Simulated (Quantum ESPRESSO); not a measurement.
Write the native input for Quantum ESPRESSO 7.5 that does the following.

- Task: band structure
- Functional: r2SCAN
- Potentials or basis: SG15 PBE 1.2
- Cutoff: 952 eV
- Density cutoff: 3810 eV
- k mesh: 6 × 6 × 4
- Occupations: fermi-dirac, width 0.05 eV
- Spin: no spin polarisation
- Symmetry: off
- Mixing beta: 0.5
- Most SCF iterations: 120
- SCF threshold: 1e-08 Ry

SnSe2:

```
Sn Se
1.0
     3.81100    0.00000    0.00000
    -1.90550    3.30042    0.00000
     0.00000    0.00000    6.13600
Sn Se
1 2
Direct
  0.00000 0.00000 0.00000
  0.66667 0.33333 0.75100
  0.33333 0.66667 0.24900
```

These files were run (other wordings do the same):

pw.in

```
&CONTROL
  calculation = 'scf'
  prefix = 'pwscf'
  outdir = './tmp'
  pseudo_dir = './pseudo'
  tprnfor = .true.
  tstress = .true.
  disk_io = 'low'
/
&SYSTEM
  ibrav = 0
  celldm(1) = 8
  nat = 3
  ntyp = 2
  ecutwfc = 70
  nbnd = 20
  input_dft = 'r2scan'
  occupations = 'smearing'
  smearing = 'fd'
  degauss = 0.00367493
  nosym = .true.
/
&ELECTRONS
  conv_thr = 1d-08
  electron_maxstep = 120
  mixing_beta = 0.5
/
ATOMIC_SPECIES
Sn   118.7100 Sn_ONCV_PBE-1.2.upf
Se    78.9710 Se_ONCV_PBE-1.2.upf
CELL_PARAMETERS alat
  0.9002182826186   0.0000000000000   0.0000000000000
 -0.4501091413093   0.7796119016936   0.0000000000000
  0.0000000000000   0.0000000000000   1.4494199375880
ATOMIC_POSITIONS crystal
Sn     0.0000000000    0.0000000000    0.0000000000
Se     0.6666666667    0.3333333333    0.7510000000
Se     0.3333333333    0.6666666667    0.2490000000
K_POINTS automatic
6 6 4 0 0 0
```

bands.in

```
&CONTROL
  calculation = 'bands'
  prefix = 'pwscf'
  outdir = './tmp'
  pseudo_dir = './pseudo'
  disk_io = 'low'
  verbosity = 'high'
/
&SYSTEM
  ibrav = 0
  celldm(1) = 8
  nat = 3
  ntyp = 2
  ecutwfc = 70
  nbnd = 20
  input_dft = 'r2scan'
  occupations = 'smearing'
  smearing = 'fd'
  degauss = 0.00367493
  nosym = .true.
/
&ELECTRONS
  conv_thr = 1d-08
  electron_maxstep = 120
  mixing_beta = 0.5
  diago_full_acc = .true.
  startingwfc = 'random'
/
ATOMIC_SPECIES
Sn   118.7100 Sn_ONCV_PBE-1.2.upf
Se    78.9710 Se_ONCV_PBE-1.2.upf
CELL_PARAMETERS alat
  0.9002182826186   0.0000000000000   0.0000000000000
 -0.4501091413093   0.7796119016936   0.0000000000000
  0.0000000000000   0.0000000000000   1.4494199375880
ATOMIC_POSITIONS crystal
Sn     0.0000000000    0.0000000000    0.0000000000
Se     0.6666666667    0.3333333333    0.7510000000
Se     0.3333333333    0.6666666667    0.2490000000
K_POINTS crystal
60
 0.0000000000  0.0000000000  0.0000000000 1
 0.0714285714  0.0000000000  0.0000000000 1
 0.1428571429  0.0000000000  0.0000000000 1
 0.2142857143  0.0000000000  0.0000000000 1
 0.2857142857  0.0000000000  0.0000000000 1
 0.3571428571  0.0000000000  0.0000000000 1
 0.4285714286  0.0000000000  0.0000000000 1
 0.5000000000  0.0000000000  0.0000000000 1
 0.4583333333  0.0833333333  0.0000000000 1
 0.4166666667  0.1666666667  0.0000000000 1
 0.3750000000  0.2500000000  0.0000000000 1
 0.3333333333  0.3333333333  0.0000000000 1
 0.2962962963  0.2962962963  0.0000000000 1
 0.2592592593  0.2592592593  0.0000000000 1
 0.2222222222  0.2222222222  0.0000000000 1
 0.1851851852  0.1851851852  0.0000000000 1
 0.1481481481  0.1481481481  0.0000000000 1
 0.1111111111  0.1111111111  0.0000000000 1
 0.0740740741  0.0740740741  0.0000000000 1
 0.0370370370  0.0370370370  0.0000000000 1
 0.0000000000  0.0000000000  0.0000000000 1
 0.0000000000  0.0000000000  0.1250000000 1
 0.0000000000  0.0000000000  0.2500000000 1
 0.0000000000  0.0000000000  0.3750000000 1
 0.0000000000  0.0000000000  0.5000000000 1
 0.0625000000  0.0000000000  0.5000000000 1
 0.1250000000  0.0000000000  0.5000000000 1
 0.1875000000  0.0000000000  0.5000000000 1
 0.2500000000  0.0000000000  0.5000000000 1
 0.3125000000  0.0000000000  0.5000000000 1
 0.3750000000  0.0000000000  0.5000000000 1
 0.4375000000  0.0000000000  0.5000000000 1
 0.5000000000  0.0000000000  0.5000000000 1
 0.4666666667  0.0666666667  0.5000000000 1
 0.4333333333  0.1333333333  0.5000000000 1
 0.4000000000  0.2000000000  0.5000000000 1
 0.3666666667  0.2666666667  0.5000000000 1
 0.3333333333  0.3333333333  0.5000000000 1
 0.3030303030  0.3030303030  0.5000000000 1
 0.2727272727  0.2727272727  0.5000000000 1
 0.2424242424  0.2424242424  0.5000000000 1
 0.2121212121  0.2121212121  0.5000000000 1
 0.1818181818  0.1818181818  0.5000000000 1
 0.1515151515  0.1515151515  0.5000000000 1
 0.1212121212  0.1212121212  0.5000000000 1
 0.0909090909  0.0909090909  0.5000000000 1
 0.0606060606  0.0606060606  0.5000000000 1
 0.0303030303  0.0303030303  0.5000000000 1
 0.0000000000  0.0000000000  0.5000000000 1
 0.5000000000  0.0000000000  0.5000000000 1
 0.5000000000  0.0000000000  0.3750000000 1
 0.5000000000  0.0000000000  0.2500000000 1
 0.5000000000  0.0000000000  0.1250000000 1
 0.5000000000  0.0000000000  0.0000000000 1
 0.3333333333  0.3333333333  0.0000000000 1
 0.3333333333  0.3333333333  0.1000000000 1
 0.3333333333  0.3333333333  0.2000000000 1
 0.3333333333  0.3333333333  0.3000000000 1
 0.3333333333  0.3333333333  0.4000000000 1
 0.3333333333  0.3333333333  0.5000000000 1
```

Potentials or basis: SG15 PBE 1.2.

Command:

```sh
$ OMP_NUM_THREADS=1 pw.x -in pw.in > pw.out
$ OMP_NUM_THREADS=1 pw.x -in bands.in > bands.out
```

It gave:

```
Pressure                : 3.7 GPa
Largest force           : 0.586 eV/Å
Band gap on the k mesh  : 0.87 eV, indirect (least direct gap 1.19 eV)
Band gap along the path : 0.77 eV, indirect (least direct gap 1.19 eV)
```

Caveat: the potentials were made for another functional, which shifts forces and pressure; spin-orbit coupling is left out, which moves the levels of the heavy elements; the mesh misses the band edges, which the band path finds closer together.

Wall time 8.2 min on 1 thread of Arm Neoverse V2, on a shared host, peak memory 0.2 GiB.
